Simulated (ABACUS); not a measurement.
# BN (F-43m) in ABACUS: a series of runs

One crystal, BN, is run at these levels: PBEsol; tasks: single point, relaxation of cell and atoms.

All numbers are computed with ABACUS 3.10.1; they aren't measurements. Logs are shortened: lines on timing, memory, paths and dates and some standing lists are left out, and cuts for length are marked.

**What was measured.**

From a printed reference work, monograph, for a bulk crystal of BN at 300 K: band gap 6.4 eV (indirect).

The runs below are set against these values where they give the same quantity.

## 1. The structure

The structure is cubic, space group F-43m (No. 216). The conventional cell has a = 3.626 Å, b = 3.626 Å, c = 3.626 Å, α = 90.00°, β = 90.00°, γ = 90.00°. Around N (site symmetry -43m) lie 4 B at 1.57 Å. B (site symmetry -43m) is surrounded by 4 N at 1.57 Å.

The cell is a database's computed one.

## 2. Single point, PBEsol

run_abacus.py

```python
"""ABACUS run from a structure file: ASE reads it, the script writes STRU, KPT and INPUT."""
import re
import subprocess
from ase.io import read
from ase.units import Bohr

atoms = read("BN.cif")
atoms = atoms[(-atoms.numbers).argsort(kind="stable")]  # ABACUS lists atoms element by element
pseudo = {'N': 'N_ONCV_PBE-1.2.upf', 'B': 'B_ONCV_PBE-1.2.upf'}
orbital = {'N': 'N_confined-atom_6au_2s2p1d.orb', 'B': 'B_confined-atom_7au_2s2p1d.orb'}
magmoms = None
kmesh = [12, 12, 12]
params = {
    'suffix': 'BN',
    'calculation': 'scf',
    'basis_type': 'lcao',
    'pseudo_dir': './',
    'orbital_dir': './',
    'symmetry': 1,
    'dft_functional': 'pbesol',
    'ecutwfc': 100,
    'pseudo_rcut': 10,
    'nspin': 1,
    'nbands': 14,
    'ks_solver': 'genelpa',
    'smearing_method': 'fd',
    'smearing_sigma': 0.00367493,
    'scf_thr': 1e-07,
    'scf_nmax': 100,
    'mixing_type': 'broyden',
    'mixing_beta': 0.7,
    'cal_force': 1,
    'cal_stress': 1,
    'out_mul': 1,
    'out_chg': 1,
}

symbols = atoms.get_chemical_symbols()
elements = list(dict.fromkeys(symbols))
lines = ["ATOMIC_SPECIES"] + [f"{e} {atoms.get_masses()[symbols.index(e)]:.4f} {pseudo[e]}" for e in elements]
if orbital:
    lines += ["", "NUMERICAL_ORBITAL"] + [orbital[e] for e in elements]
lines += ["", "LATTICE_CONSTANT", f"{1 / Bohr:.10f}", "", "LATTICE_VECTORS"]
lines += [" ".join(f"{x:.10f}" for x in v) for v in atoms.cell]
lines += ["", "ATOMIC_POSITIONS", "Direct"]
for e in elements:
    lines += ["", e, "0.0", str(symbols.count(e))]
    for i, p in enumerate(atoms.get_scaled_positions(wrap=False)):
        if symbols[i] == e:
            mag = "" if magmoms is None else " mag " + " ".join(str(x) for x in (magmoms[i] if isinstance(magmoms[i], list) else [magmoms[i]]))
            lines.append(" ".join(f"{x:.10f}" for x in p) + " 1 1 1" + mag)
open("STRU", "w").write("\n".join(lines) + "\n")
open("KPT", "w").write("K_POINTS\n0\nGamma\n%d %d %d 0 0 0\n" % tuple(kmesh))
open("INPUT", "w").write("INPUT_PARAMETERS\n" + "".join(f"{k:<20s}{v}\n" for k, v in params.items()))

done = subprocess.run(['mpirun', '-np', '4', 'abacus'])
if done.returncode:
    raise SystemExit(done.returncode)
log = open("OUT.BN/running_scf.log").read()
print("final energy (eV):", re.findall(r"FINAL_ETOT_IS (\S+)", log))
```

BN.cif

```cif
data_BN
_cell_length_a 2.56397060
_cell_length_b 2.56397060
_cell_length_c 2.56397060
_cell_angle_alpha 60.00000000
_cell_angle_beta 60.00000000
_cell_angle_gamma 60.00000000
_space_group_name_H-M_alt 'P1'
_space_group_name_Hall 'P 1'
_space_group_IT_number 1
loop_
_space_group_symop_operation_xyz
'x,y,z'
loop_
_atom_site_label
_atom_site_type_symbol
_atom_site_symmetry_multiplicity
_atom_site_Wyckoff_symbol
_atom_site_fract_x
_atom_site_fract_y
_atom_site_fract_z
_atom_site_occupancy
N1 N 1 a 0.2500000000 0.2500000000 0.2500000000 1
B1 B 1 a 0.0000000000 0.0000000000 0.0000000000 1
```

Potentials or basis: SG15 ONCV 1.2 PBE, DZP LCAO (the cutoffs set its grid).

Started as:

```bash
> OMP_NUM_THREADS=1 python run_abacus.py > log
```

running log:

```text
ABACUS v3.10.1

               Atomic-orbital Based Ab-initio Computation at UStc

 ------------------------------------------------------------------------------------

 READING GENERAL INFORMATION
                           global_out_dir = OUT.BN/
                           global_in_card = INPUT
                               pseudo_dir = ./
                              orbital_dir = ./
                                    DSIZE = 4
                                    GSIZE = 1

 READING UNITCELL INFORMATION
                                    ntype = 2
                  lattice constant (Bohr) = 1.88973
              lattice constant (Angstrom) = 1

 READING ATOM TYPE 1
                               atom label = N
                      L=0, number of zeta = 2
                      L=1, number of zeta = 2
                      L=2, number of zeta = 1
             number of atom for this type = 1

 READING ATOM TYPE 2
                               atom label = B
                      L=0, number of zeta = 2
                      L=1, number of zeta = 2
                      L=2, number of zeta = 1
             number of atom for this type = 1

                        TOTAL ATOM NUMBER = 2
DIRECT COORDINATES
    atom                   x                   y                   z     mag                  vx                  vy                  vz
taud_N1            0.2500000000        0.2500000000        0.2500000000  0.0000        0.0000000000        0.0000000000        0.0000000000
taud_B1            0.0000000000        0.0000000000        0.0000000000  0.0000        0.0000000000        0.0000000000        0.0000000000

                          Volume (Bohr^3) = 80.4305
                             Volume (A^3) = 11.9186

 Lattice vectors: (Cartesian coordinate: in unit of a_0)
             +2.56397                  +0                  +0
             +1.28199            +2.22046                  +0
             +1.28199           +0.740155            +2.09347
 Reciprocal vectors: (Cartesian coordinate: in unit of 2 pi/a_0)
             +0.39002           -0.225178           -0.159225
                   -0           +0.450356           -0.159225
                   +0                  -0           +0.477675
 The esolver type has been set to : ksdft_lcao

                PAO radial cut off (Bohr) = 10

 Read in pseudopotential file is N_ONCV_PBE-1.2.upf
                     pseudopotential type = NC
[... 213 lines left out ...]

Find the coordinate range of the input atom(unit:lat0).
                                  min_tau = [ -25.6, -14.8, -10.5 ]
                                  max_tau = [ 26.9, 15.5, 11 ]
                                BoxNumber = [ 11, 11, 11 ]

 SETUP EXTENDED REAL SPACE GRID FOR GRID INTEGRATION
                          real space grid = [ 32, 32, 32 ]
                 big cell numbers in grid = [ 8, 8, 8 ]
             meshcell numbers in big cell = [ 4, 4, 4 ]
                        extended fft grid = [ 15, 15, 15 ]
                dimension of extened grid = [ 39, 39, 39 ]
                            UnitCellTotal = 125
              Atom number in sub-FFT-grid = 2
    Local orbitals number in sub-FFT-grid = 26
                                ParaV.nnr = 33597
                                 init_chg = atomic

 LCAO ALGORITHM --------------- ION=   1  ELEC=   1--------------------------------

 Density error is 0.162950827932
----------------------------------------------------------
     Energy           Rydberg                 eV
----------------------------------------------------------
 E_KohnSham     -25.6288145219       -348.6979104834
 E_Harris       -24.6434825169       -335.2917807933
 E_Fermi        0.8149429854         11.0878681464
----------------------------------------------------------
[... 69 lines left out ...]
 Density error is 4.80559234948e-08
----------------------------------------------------------
     Energy           Rydberg                 eV
----------------------------------------------------------
 E_KohnSham     -25.6756316936       -349.3348907829
 E_KS(sigma->0) -25.6756316936       -349.3348907829
 E_Harris       -25.6756319635       -349.3348944549
 E_band         1.8319395798         24.9248166768
 E_one_elec     4.4252959306         60.2092399922
 E_Hartree      3.5132273517         47.7999103526
 E_xc           -7.3532921622        -100.0466724648
 E_Ewald        -26.2608628137       -357.2973686629
 E_entropy(-TS) -0.0000000000        -0.0000000000
 E_descf        0.0000000000         0.0000000000
 E_exx          0.0000000000         0.0000000000
 E_Fermi        0.8895799791         12.1033565424
----------------------------------------------------------

 charge density convergence is achieved
 final etot is -349.33489078 eV
 EFERMI = 12.103356542 eV

 STATE ENERGY(eV) AND OCCUPATIONS    NSPIN == 1
 1/72 kpoint (Cartesian) = 0.0000 0.0000 0.0000 (340 pws)
       1       -9.12558     0.00115741
       2        10.9938     0.00115741
       3        10.9938     0.00115741
       4        10.9938     0.00115741
       5        19.6682    2.27067e-69
       6        19.6682    2.27067e-69
       7        19.6682    2.27067e-69
       8        21.7475    1.97389e-87
       9        38.8936        0.00000
      10        38.8936        0.00000
      11        39.5661        0.00000
      12        40.5789        0.00000
      13        40.5789        0.00000
      14        40.5789        0.00000
[... 66 lines left out ...]
       1       -5.54926     0.00925926
       2        1.15910     0.00925926
       3        9.13733     0.00925926
       4        9.13733     0.00925926
       5        20.9687    9.18183e-80
       6        21.5731    5.16714e-85
       7        21.5731    5.16714e-85
       8        26.2955        0.00000
       9        35.7988        0.00000
      10        37.0277        0.00000
      11        37.0277        0.00000
      12        39.9045        0.00000
      13        48.0105        0.00000
      14        48.0105        0.00000

[... levels at 66 further k points ...]

 correction force for each atom along direction 1 is -0.0517476
 correction force for each atom along direction 2 is -0.0666442
 correction force for each atom along direction 3 is -0.0418275
------------------------------------------------------------------------------------------
 TOTAL-FORCE (eV/Angstrom)
------------------------------------------------------------------------------------------
                        N1         0.0000000000         0.0000000000         0.0000000000
                        B1         0.0000000000         0.0000000000         0.0000000000
------------------------------------------------------------------------------------------

----------------------------------------------------------------
 TOTAL-STRESS (KBAR)
----------------------------------------------------------------
       -33.4982738236         0.0000000000        -0.0000000000
         0.0000000000       -33.4982738223         0.0000000005
         0.0000000000         0.0000000005       -33.4982738235
----------------------------------------------------------------
 TOTAL-PRESSURE: -33.498274 KBAR

 --------------------------------------------
 !FINAL_ETOT_IS -349.3348907829357017 eV
 --------------------------------------------
```

It took 5.3 s on 4 MPI ranks of Intel Xeon Platinum 8375C at 2.90GHz (Ice Lake), shared host; peak memory 0.4 GiB.

What came out:

* Free energy: -349.3349 eV
* Pressure: -3.3 GPa
* Band gap on the k mesh: 4.32 eV, indirect (least direct gap 8.67 eV)
* Mulliken charges: N -0.34; B +0.34 e

Caveat: the atomic orbitals were generated for these runs and aren't a published set; Mulliken charges move with the basis; the potentials were made for another functional, which shifts forces and pressure; the basis of atomic orbitals isn't converged, which shifts pressures, moduli and gaps.

## 3. Relaxation of cell and atoms, PBEsol

INPUT

```
INPUT_PARAMETERS
suffix              BN
calculation         cell-relax
basis_type          lcao
pseudo_dir          ./
orbital_dir         ./
latname             fcc
symmetry            1
dft_functional      pbesol
ecutwfc             100
pseudo_rcut         10
nspin               1
nbands              8
ks_solver           genelpa
smearing_method     fd
smearing_sigma      0.00367493
scf_thr             1e-07
scf_nmax            100
mixing_type         broyden
mixing_beta         0.7
cal_force           1
cal_stress          1
out_mul             1
relax_nmax          60
force_thr_ev        0.02
relax_method        cg
out_stru            1
stress_thr          1
```

STRU

```
ATOMIC_SPECIES
N 14.0070 N_ONCV_PBE-1.2.upf
B 10.8100 B_ONCV_PBE-1.2.upf

NUMERICAL_ORBITAL
N_confined-atom_6au_2s2p1d.orb
B_confined-atom_7au_2s2p1d.orb

LATTICE_CONSTANT
6.8521507073

ATOMIC_POSITIONS
Direct

N
0.0
1
0.7500000000 0.7500000000 0.7500000000 1 1 1

B
0.0
1
0.0000000000 0.0000000000 0.0000000000 1 1 1
```

KPT

```
K_POINTS
0
Gamma
12 12 12 0 0 0
```

Potentials or basis: SG15 ONCV 1.2 PBE, DZP LCAO (the cutoffs set its grid).

Started as:

```bash
> OMP_NUM_THREADS=1 mpirun -np 4 abacus > log
```

Wall time 10 s (4 MPI ranks of Intel Xeon Platinum 8375C at 2.90GHz (Ice Lake), shared host); peak memory 0.4 GiB.

It converged, with:

```
Free energy                            : -349.3360 eV
Relaxed volume                         : 5.91 Å³/atom
Relaxed cell                           : a = 2.556 Å, b = 2.556 Å, c = 2.556 Å, α = 60.00°, β = 60.00°, γ = 60.00°
Space group after relaxing (to 0.05 Å) : F-43m (No. 216)
Energy gained by relaxing              : 0.6 meV/atom
Ionic steps                            : 3
Pressure after relaxing                : 0.0 GPa
Mulliken charges                       : N -0.35; B +0.35 e
```

Step by step:
```tsv
step	energy change (eV)	largest force (eV/Å)	pressure (GPa)	volume (Å³)
1	0.0000	0.0000	-3.35	11.92
2	0.0002	0.0000	3.75	11.70
3	-0.0011	0.0000	0.00	11.81
```

Final structure:
```xyz
2
Lattice="-1.8076 0.0000 1.8076 0.0000 1.8076 1.8076 -1.8076 1.8076 0.0000" Properties=species:S:1:pos:R:3 pbc="T T T"
N    -2.7113    2.7113    2.7113
B     0.0000    0.0000    0.0000
```

Caveat: the atomic orbitals were generated for these runs and aren't a published set; Mulliken charges move with the basis; the potentials were made for another functional, which shifts forces and pressure; the basis of atomic orbitals isn't converged, which shifts pressures, moduli and gaps.

## 4. Comparison with measurements

Step 2. Measured gap of BN: 6.4 eV (indirect; 300 K; a printed reference work, monograph). This calculation gives 4.32 eV (-2.08 eV). The value is that of PBEsol in an atomic basis (SG15 ONCV 1.2 PBE, DZP LCAO (the cutoffs set its grid)), whose error adds to the functional's, on a finite k mesh, which can miss the band edges, without temperature or zero-point motion. Semilocal functionals fall short of measured gaps as a rule. The cell is a database's relaxed one, not the measured one, which moves gaps too.
